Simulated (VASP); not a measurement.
# InP: convergence, excitons by G0W0 and the Bethe-Salpeter equation

InP, F-43m (no. 216), 2 atoms in the cell. PBE, G0W0 and BSE; PAW potentials In_d_GW, P_GW (PBE set). VASP 6.6.1.

Wanted: first bright excitation within 0.05 eV; spectrum broadened by 0.3 eV (imaginary part of ε) within 12 %.

GW step before the BSE: G0W0.

POSCAR:
```
InP
1.0
    0.0000000000      2.9305000000      2.9305000000
    2.9305000000      0.0000000000      2.9305000000
    2.9305000000      2.9305000000      0.0000000000
In P
1 1
Direct
    0.0000000000      0.0000000000      0.0000000000
    0.7500000000      0.7500000000      0.7500000000
```

The series start from Conduction bands in the pairs: 4; Valence bands in the pairs: 3; Largest pair energy, which also ends the spectrum (eV): 25; Grid for exchange-like terms: Normal; Cutoff of the response function (eV): 120; Bands in all (NBANDS): 69; Frequency points: 48; k mesh: 3 × 3 × 3. Each series keeps the choices made before it, and each single choice may use up half of a tolerance. Times cover all steps of a run.

## Conduction bands in the pairs

| Conduction bands in the pairs | First bright excitation (eV) | Spectrum broadened by 0.3 eV (imaginary part of ε), largest deviation against the largest value | Time (s) |
|---|---|---|---|
| 1 | 1.161 | 7.4 % | 19 |
| 2 | 1.158 | 3.4 % | 19 |
| 4 | 1.155 | 1.2 % | 20 |
| 6 | 1.154 | 0.48 % | 20 |
| 8 (reference) | 1.153 | 0 % | 20 |

Chosen: 2, the loosest value from which every tighter one stays within half of the tolerance.

## Valence bands in the pairs

| Valence bands in the pairs | First bright excitation (eV) | Spectrum broadened by 0.3 eV (imaginary part of ε), largest deviation against the largest value | Time (s) |
|---|---|---|---|
| 1 | 1.160 | 67 % | 19 |
| 2 | 1.158 | 33 % | 19 |
| 3 | 1.158 | 0.2 % | 19 |
| 4 | 1.157 | 0.011 % | 20 |
| 6 (reference) | 1.157 | 0 % | 20 |

Chosen: 3.

## Largest pair energy, which also ends the spectrum (eV)

| Largest pair energy, which also ends the spectrum (eV) | First bright excitation (eV) | Spectrum broadened by 0.3 eV (imaginary part of ε), largest deviation against the largest value | Time (s) |
|---|---|---|---|
| 6 | 1.159 | 5.5 % | 20 |
| 9 | 1.158 | 1.2 % | 20 |
| 13 | 1.158 | 0.072 % | 20 |
| 18 | 1.158 | 0.042 % | 20 |
| 25 (reference) | 1.158 | 0 % | 19 |

Chosen: 6.

## Grid for exchange-like terms

| Grid for exchange-like terms | First bright excitation (eV) | Spectrum broadened by 0.3 eV (imaginary part of ε), largest deviation against the largest value | Time (s) |
|---|---|---|---|
| Normal | 1.159 | 0 % | 20 |
| Fast | 1.159 | 0.0022 % | 19 |

Chosen: Normal; no other choice that stays within half of the tolerance saves 30 % of the time.

## Cutoff of the response function (eV)

| Cutoff of the response function (eV) | First bright excitation (eV) | Spectrum broadened by 0.3 eV (imaginary part of ε), largest deviation against the largest value | Time (s) |
|---|---|---|---|
| 50 | 1.124 | 6.2 % | 19 |
| 80 | 1.155 | 2 % | 20 |
| 120 | 1.159 | 0.32 % | 20 |
| 160 (reference) | 1.158 | 0 % | 22 |

Chosen: 80.

## Bands in all (NBANDS)

| Bands in all (NBANDS) | First bright excitation (eV) | Spectrum broadened by 0.3 eV (imaginary part of ε), largest deviation against the largest value | Time (s) |
|---|---|---|---|
| 33 | 1.295 | 23 % | 17 |
| 49 | 1.183 | 5.5 % | 18 |
| 69 | 1.155 | 1.1 % | 20 |
| 109 (reference) | 1.147 | 0 % | 20 |

Chosen: 69.

## Frequency points

| Frequency points | First bright excitation (eV) | Spectrum broadened by 0.3 eV (imaginary part of ε), largest deviation against the largest value | Time (s) |
|---|---|---|---|
| 24 | 1.205 | 6 % | 28 |
| 36 | 1.138 | 4.4 % | 16 |
| 48 | 1.155 | 1.8 % | 20 |
| 72 (reference) | 1.166 | 0 % | 16 |

Chosen: 48.

## k mesh

| k mesh | First bright excitation (eV) | Spectrum broadened by 0.3 eV (imaginary part of ε), largest deviation against the largest value | Time (s) |
|---|---|---|---|
| 2 × 2 × 2 | 1.241 | 2165 % | 15 |
| 3 × 3 × 3 | 1.155 | 467 % | 20 |
| 4 × 4 × 4 | 1.145 | 146 % | 31 |
| 5 × 5 × 5 | 1.134 | 43 % | 52 |
| 6 × 6 × 6 (reference) | 1.143 | 0 % | 103 |

Chosen: 6 × 6 × 6; the next looser run is off by more than half of the tolerance, so convergence isn't shown beyond this value.

## All choices together

| Input | First bright excitation (eV) | Spectrum broadened by 0.3 eV (imaginary part of ε), largest deviation against the largest value | Time (s) |
|---|---|---|---|
| coarsest mesh, default bands (naive) | 1.222 | 2033 % | 17 |
| chosen settings | 1.142 | 8.5 % | 111 |
| reference settings throughout | 1.170 | 0 % | 468 |

The chosen settings stay within the tolerance of the reference run, but the reference itself isn't shown to be converged in: k mesh.

1 cheaper combination failed this check first and made the worst setting one step tighter.

## The input

INCAR.step1:
```
SYSTEM = InP
  PREC = Accurate
  ENCUT = 280
  ISMEAR = 0
  SIGMA = 0.02
  EDIFF = 1E-8
  LASPH = .True.
  KPAR = 4
  LWAVE = .True.
  LCHARG = .False.
```

INCAR.step2, as INCAR.step1 but for:
```
- EDIFF = 1E-8
+ EDIFF = 1E-7
+ ALGO = Exact
+ NELM = 1
+ LOPTICS = .True.
+ ISTART = 1
+ NBANDS = 69
+ NEDOS = 2000
```

INCAR.step3:
```
SYSTEM = InP
  PREC = Accurate
  ENCUT = 280
  ISMEAR = 0
  SIGMA = 0.02
  LASPH = .True.
  KPAR = 4
  LWAVE = .True.
  LCHARG = .False.
  ALGO = EVGW0
  NELMGW = 1
  ISTART = 1
  NBANDS = 69
  ENCUTGW = 80
  NOMEGA = 48
  NBANDSGW = 25
  PRECFOCK = Fast
```

INCAR.step4:
```
SYSTEM = InP
  PREC = Accurate
  ENCUT = 280
  ISMEAR = 0
  SIGMA = 0.02
  LASPH = .True.
  KPAR = 4
  LWAVE = .False.
  LCHARG = .False.
  ALGO = BSE
  NBANDS = 69
  NBANDSO = 3
  NBANDSV = 2
  IBSE = 2
  NBSEEIG = 4
  ENCUTGW = 80
  PRECFOCK = Normal
  ANTIRES = 0
  OMEGAMAX = 9
  CSHIFT = 0.15
  NOMEGA = 1000
  ISTART = 1
```

KPOINTS:
```
Automatic mesh
0
Gamma
  6 6 6
  0 0 0
```

Commands (each step's output is kept before the next begins):
```
cat potpaw_PBE.64/In_d_GW/POTCAR potpaw_PBE.64/P_GW/POTCAR > POTCAR
cp INCAR.step1 INCAR
mpirun -np 4 vasp_std > vasp.out
cp INCAR.step2 INCAR
mpirun -np 4 vasp_std > vasp.out
cp INCAR.step3 INCAR
mpirun -np 4 vasp_std > vasp.out
cp INCAR.step4 INCAR
mpirun -np 4 vasp_std > vasp.out
```

Limits: The 6×6×6 mesh is coarse for a spectrum: peaks stand apart that a denser mesh merges, and ε at zero frequency can be far too high; spin-orbit coupling is left out, which can matter with atoms this heavy; bands, mesh and cutoff of the G0W0 step are small, so absolute energies aren't converged; the pairs hold 3 valence and 2 conduction bands, and what lies beyond is missing from ε.

The chosen input took VASP 6.6.1 111 s on 4 cores (Intel Xeon 6975P-C (Granite Rapids)), a shared host.

## An input that fails: no GW step

What the run shows: Could not read all WFULLXXXX.tmp/WXXXX.tmp. Make sure that these files are present or rerun the GW calculation.

Changes against the starting input:
```
(step 3)
- ALGO = EVGW0
- NELMGW = 1
+ ALGO = None
```
